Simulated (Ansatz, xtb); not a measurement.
## Isomers of C4H2O3 in order of energy

3 gas-phase structures of C4H2O3, from a drawn sample of its isomers (lower ones may exist). Each was relaxed with GFN2-xTB:

A. `O=CC#CC(=O)O`, a singlet
B. `O=C(O)C1=CC1=O`, a singlet
C. `O=C1C=CC(=O)O1`, a singlet

Q: Make a reasoned guess at their ranking by r2SCAN-D4/def2-SVP//GFN2-xTB single-point energy.

A: Calculated order at r2SCAN-D4/def2-SVP//GFN2-xTB: C (0.0), B (49.8), A (50.9) kcal/mol.

Energies above the lowest of each column, in kcal/mol; the last columns are at r2SCAN-D4/def2-SVP geometries:

| structure | GFN2-xTB | HF/STO-3G | r2SCAN-D4/def2-SVP//GFN2-xTB | r2SCAN-D4/def2-SVP | CCSD(T)/def2-SVP + ΔMP2/def2-TZVPP |
| --- | --- | --- | --- | --- | --- |
| C | 0.0 | 0.0 | 0.0 | 0.0 | 0.0 |
| B | 49.0 | 80.9 | 49.8 | 49.3 | 51.8 |
| A | 46.4 | 65.8 | 50.9 | 50.5 | 45.3 |

Every level run on C puts it lowest or level with the lowest. CCSD(T)/def2-SVP + ΔMP2/def2-TZVPP orders those it was run on as C (0.0), A (45.3), B (51.8) kcal/mol. Flexible structures stand in one conformer each, not always the lowest. B keeps a small imaginary mode. ΔMP2 is the change of the MP2 energy from the smaller to the larger basis.

Programs: Ansatz 0.2.0, xtb 6.7.1.
